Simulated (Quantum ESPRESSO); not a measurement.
LiCl: equation of state with r2SCAN

LiCl:

```
CELL_PARAMETERS angstrom
0.00000 2.56477 2.56477
2.56477 0.00000 2.56477
2.56477 2.56477 0.00000
ATOMIC_POSITIONS crystal
Cl 0.50000 0.50000 0.50000
Li 0.00000 0.00000 0.00000
```

```
Program             : Quantum ESPRESSO 7.5
Task                : equation of state
Functional          : r2SCAN
Potentials or basis : SG15 PBE 1.2
Cutoff              : 952 eV
Density cutoff      : 3810 eV
k mesh              : 7 × 7 × 7
Occupations         : fermi-dirac, width 0.05 eV
Spin                : no spin polarisation
```

```yaml
Equilibrium_volume: 16.79 Å³/atom
Bulk_modulus: 35 GPa
Pressure_derivative_of_the_bulk_modulus: 4.3
```

Energy against volume, from the lowest point:
```
volume (Å³/atom)  energy (meV/atom)
          15.859               6.08
          16.196               2.35
          16.534               0.38
          16.871               0.00
          17.209               1.04
          17.546               3.36
          17.883               6.84
```

All runs of the series together: 9.7 min on 2 threads of Intel(R) Xeon(R) Platinum 8488C (Sapphire Rapids), with other jobs on the host.

Caveat: the potentials were made for another functional, which shifts forces and pressure; this potential file gives levels or pressures that part from those of other sets.
